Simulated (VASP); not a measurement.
Input of a VASP 6.6.1 run:

The input INCAR:

```
SYSTEM = PbSe
PREC = Accurate
ENCUT = 520
EDIFF = 1E-7
ISMEAR = -1
SIGMA = 0.05
LREAL = .FALSE.
LASPH = .TRUE.
NELM = 80
ALGO = Normal
ISIF = 2
LWAVE = .FALSE.
LCHARG = .FALSE.
GGA = PS
IVDW = 12
NBANDS = 17
```

Contents of KPOINTS:

```
regular mesh
0
G
  8 8 8
  0 0 0
```

File POSCAR:

```
PbSe
1.0
    0.0000000000      3.0110507937      3.0110507937
    3.0110507937      0.0000000000      3.0110507937
    3.0110507937      3.0110507937      0.0000000000
Pb Se
1 1
Direct
    0.0000000000      0.0000000000      0.0000000000
    0.5000000000      0.5000000000      0.5000000000
```

Potentials or basis: VASP PAW PBE potentials, release 64 (Pb_d, Se).

Run with:

```console
$ cat potpaw_PBE.64/Pb_d/POTCAR potpaw_PBE.64/Se/POTCAR > POTCAR
$ mpirun -np 1 vasp_std > vasp.out
```

(1) Estimate the pressure.

(2) Estimate the dispersion energy per atom.

(3) Predict the band gap on the k mesh.

Results:

(1) 0.0 GPa.

(2) -0.376 eV.

(3) 0.03 eV.

Caveat: the PAW data sets were made with another functional, which shifts forces and pressure a little; spin-orbit coupling is left out, which moves the levels of the heavy elements.

**Experimental background.**

From a printed reference work, monograph, for a bulk crystal of PbSe at 4.2 K: band gap 0.15 eV (direct).

Against the measured gap of PbSe, 0.15 eV (direct; 4.2 K; a printed reference work, monograph), the calculated 0.03 eV is off by -0.12 eV. 2 values of this kind are on record (0.15 to 0.28 eV); this one was drawn at random. Spin-orbit coupling on Pb, Se is left out. The value is that of PBEsol+D3(BJ) on a finite k mesh, which can miss the band edges, without temperature or zero-point motion. Semilocal functionals fall short of measured gaps as a rule.
